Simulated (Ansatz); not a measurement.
# C5H11N: the cost of one run

Program: Ansatz 0.2.0. Level of theory: the levels named in each step. These are calculated values, not measurements.

### 1 The structure to begin with

Bond lengths (14 of 17 bonds, heavy atoms first): C1–C2 1.529 Å, C2–C3 1.533 Å, C3–N4 1.451 Å, N4–C5 1.452 Å, C1–C6 1.527 Å, C5–C6 1.533 Å, C1–H7 1.093 Å, C1–H8 1.092 Å, C2–H9 1.094 Å, C2–H10 1.091 Å, C3–H11 1.095 Å, C3–H12 1.093 Å, N4–H13 1.017 Å, C5–H14 1.093 Å. Angles (14 of 33 angles, heavy atoms first): C1–C2–C3 109.6°, C2–C1–C6 110.0°, C2–C3–N4 113.0°, C3–N4–C5 111.3°, N4–C5–C6 113.0°, C1–C6–C5 109.7°, C1–C2–H9 109.5°, C1–C2–H10 110.5°, C3–C2–H9 109.3°, C3–C2–H10 110.0°, C2–C1–H7 109.2°, C2–C1–H8 110.3°, C6–C1–H7 109.2°, C6–C1–H8 110.2°.

As a file:

```xyz
17

C    -0.6177   -1.3212   -0.2811
C    -1.4412   -0.1408    0.2341
C    -0.7790    1.1746   -0.1932
N     0.5998    1.2840    0.2441
C     1.3939    0.1649   -0.2316
C     0.8279   -1.1952    0.1940
H    -0.6379   -1.3236   -1.3738
H    -1.0482   -2.2635    0.0655
H    -1.4937   -0.1805    1.3258
H    -2.4599   -0.1881   -0.1541
H    -0.7806    1.2454   -1.2855
H    -1.3321    2.0292    0.2047
H     0.6255    1.3019    1.2606
H     2.4149    0.2880    0.1385
H     1.4172    0.2240   -1.3243
H     0.8632   -1.2757    1.2842
H     1.4369   -1.9989   -0.2230
```

### 2 A rough first relaxation, PBE-D4/def2-SVP

This run stands in another session on the same molecule. It ended at:

```xyz
17

C    -0.6241   -1.3339   -0.2717
C    -1.4562   -0.1409    0.2237
C    -0.7892    1.1878   -0.1803
N     0.6097    1.3041    0.2294
C     1.4111    0.1658   -0.2190
C     0.8379   -1.2064    0.1833
H    -0.6570   -1.3624   -1.3858
H    -1.0633   -2.2926    0.0764
H    -1.5402   -0.1811    1.3347
H    -2.4934   -0.1904   -0.1733
H    -0.8243    1.2868   -1.2912
H    -1.3557    2.0526    0.2259
H     0.6574    1.3677    1.2559
H     2.4485    0.2858    0.1592
H     1.4772    0.2181   -1.3317
H     0.8935   -1.3113    1.2919
H     1.4574   -2.0253   -0.2426
```

### 3 Relaxation, HF/STO-3G

Contents of input.yaml:

```yaml
crystal:
  periodic: [false, false, false]
  atoms:
    - { symbol: C, position_ang: [-0.62406147, -1.3338805, -0.271744] }
    - { symbol: C, position_ang: [-1.4562432, -0.14085153, 0.22366312] }
    - { symbol: C, position_ang: [-0.78922029, 1.18783939, -0.18026962] }
    - { symbol: "N", position_ang: [0.60968374, 1.30408186, 0.22939077] }
    - { symbol: C, position_ang: [1.41110294, 0.16580617, -0.21900763] }
    - { symbol: C, position_ang: [0.83789335, -1.20639659, 0.18328089] }
    - { symbol: H, position_ang: [-0.65702527, -1.36239362, -1.38575921] }
    - { symbol: H, position_ang: [-1.0633105, -2.29255298, 0.07643453] }
    - { symbol: H, position_ang: [-1.54015754, -0.1811089, 1.33473526] }
    - { symbol: H, position_ang: [-2.4933943, -0.19043965, -0.17329709] }
    - { symbol: H, position_ang: [-0.82428397, 1.28681562, -1.29116454] }
    - { symbol: H, position_ang: [-1.35570265, 2.05264337, 0.22591374] }
    - { symbol: H, position_ang: [0.65738663, 1.36765903, 1.25586794] }
    - { symbol: H, position_ang: [2.44852134, 0.28581232, 0.15922524] }
    - { symbol: H, position_ang: [1.47717183, 0.2180801, -1.33165041] }
    - { symbol: H, position_ang: [0.89345591, -1.31130076, 1.29191019] }
    - { symbol: H, position_ang: [1.45743344, -2.02528331, -0.2425992] }
basis:
  gaussian: { orbitals: STO-3G }
hamiltonian:
  xc: hf
relax:
  f_tol: 0.004
  max_steps: 150
```

Started as:

```bash
$ ansatz run input.yaml --threads 4 --pin off --max-ram 10240MiB --backend cpu --events-out ev --progress --plain --runs-dir out
```

Q: Estimate wall time and peak memory on 4 threads of Intel Xeon Platinum 8488C (Sapphire Rapids), shared host.

About 2.8 s, with a peak of 0.11 GiB.
